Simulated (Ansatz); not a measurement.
All numbers below come from DFT PBE, scalar-relativistic, plane waves, PAW in Ansatz. All cells share a 420 eV cutoff and Γ-centred k meshes spaced at most about 0.3 Å⁻¹ (about 0.25 or finer for metals, 2π included). No spin polarisation.

Each guess is relaxed in cell and atoms at zero pressure, on a coarse mesh first where it starts far from rest and then on a converged one. The steps can't lower the symmetry of the start, but it can rise. Energies are static (0 K, no zero-point motion).

Two unrelaxed guesses for InGa3AsP:

A.

```
CELL_PARAMETERS angstrom
4.01444 0.00000 0.00000
-2.00722 3.47660 0.00000
0.00000 0.00000 9.07393
ATOMIC_POSITIONS crystal
In 0.00000 0.00000 0.04528
Ga 0.50000 0.00000 0.13072
Ga 0.00000 0.50000 0.13072
Ga 0.50000 0.50000 0.13072
P 0.00000 0.00000 0.47857
As 0.00000 0.00000 0.73686
```

B.

```
CELL_PARAMETERS angstrom
5.84769 0.00000 0.00000
-2.92385 5.06425 0.00000
0.00000 0.00000 4.29949
ATOMIC_POSITIONS crystal
In 0.66667 0.33333 0.00000
Ga 0.66505 0.83253 0.50000
Ga 0.16747 0.83253 0.50000
Ga 0.16747 0.33495 0.50000
P 0.00000 0.00000 0.00000
As 0.33333 0.66667 0.00000
```

Question: Where do they end, and which end is lower?

Answer: B ends lower, by 0.32 eV/atom. A: P6mm at 21.1 Å³/atom → P6mm at 33.2 Å³/atom; B: P-6m2 at 21.2 Å³/atom → P-6m2 at 22.3 Å³/atom. The shortest distance is 2.12 Å (As–P) in the end of A and 2.59 Å (Ga–P) in the end of B. End of A. Conventional cell: a = 5.362 Å, c = 8.002 Å. In is surrounded by 1 As at 2.77 Å, 1 P at 3.11 Å and 6 Ga at 3.13 Å; Ga is surrounded by 4 Ga at 2.68 Å, 2 P at 3.07 Å and 2 In at 3.13 Å; P is surrounded by 1 As at 2.12 Å, 6 Ga at 3.07 Å and 1 In at 3.11 Å; around As lie 1 P at 2.12 Å and 1 In at 2.77 Å. End of B. Conventional cell: a = 6.421 Å, c = 3.755 Å. In is surrounded by 3 As at 3.71 Å, 3 P at 3.71 Å, 12 Ga at 3.72 Å and 2 In at 3.75 Å; Ga is surrounded by 2 P at 2.59 Å, 2 As at 2.68 Å, 2 Ga at 3.10 Å, 2 Ga at 3.32 Å and 4 In at 3.72 Å; P is surrounded by 6 Ga at 2.59 Å, 3 As at 3.71 Å and 3 In at 3.71 Å; As is surrounded by 6 Ga at 2.68 Å, 3 In at 3.71 Å and 3 P at 3.71 Å.

Ends held by symmetry can be saddle points. Even the lowest of the cells shown lies +0.11 eV/atom against the elements. Some candidate types were left out of the draw beforehand, so a known form may be missing.
